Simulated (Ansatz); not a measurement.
**Moving the functional in MoS2**

```
CELL_PARAMETERS angstrom
1.58000 0.91221 6.15000
-1.58000 0.91221 6.15000
0.00000 -1.82443 6.15000
ATOMIC_POSITIONS crystal
Mo 0.00000 0.00000 0.00000
S 0.41700 0.41700 0.41700
S 0.25000 0.25000 0.25000
```

Measurements of this composition are mostly on another form, of space group No. 194.

Kept alike: task equation of state; k mesh 10 × 10 × 10; occupations fermi-dirac, width 0.05 eV; no spin polarisation. Program: Ansatz, Ansatz PAW. Cutoffs run from 420 to 500 eV. The mesh is that of the run's cell of 3 atoms. No spin-orbit coupling.

| run | volume (Å³/atom) | bulk modulus (GPa) |
| --- | --- | --- |
| A | 18.200 | 150.2 |
| B | 17.767 | 154.7 |
| C | 17.456 | 162.6 |
| D | 18.361 | 141.2 |

Volume and modulus come from cells scaled at fixed shape and fractions; off cubic symmetry such a modulus can lie above the relaxed one. All rows use potentials made for PBE.

Question: The runs differ in the functional (and the cutoff that goes with it) alone: LDA; PBE; PBEsol; r2SCAN. Which run is which?

Answer: Run A is r2SCAN; run B is PBEsol; run C is LDA; run D is PBE. The volume runs from 17.456 (LDA) to 18.361 Å³/atom (PBE). From PBE: LDA -0.905; PBEsol -0.594; r2SCAN -0.161. The bulk modulus runs from 141.2 (PBE) to 162.6 GPa (LDA). From PBE: LDA +21.4; PBEsol +13.5; r2SCAN +9.0.

The smaller the equilibrium volume, the stiffer the crystal, and all four functionals follow this order. LDA overbinds, while PBE gives the largest and softest cell, probably because its stronger gradient correction favours the more inhomogeneous density of stretched bonds. Volume alone doesn't set the stiffness, however: r2SCAN contracts the cell only slightly from PBE, yet recovers a good part of the stiffening seen with PBEsol.

MoS2 joins strong, polar-covalent Mo–S bonds within the layers to weak dispersion forces between them. Under real hydrostatic pressure the gap between layers takes up most of the strain, and the crystal is much softer than any of these moduli implies. Uniform scaling compresses the Mo–S bonds as much as the gap, so the values mainly reflect the stiffness of the layers themselves. For the same reason, the moderate PBE volume is no sign that PBE describes the interlayer attraction, which it largely misses. The ranking therefore doesn't show which functional would give the best layer spacing.
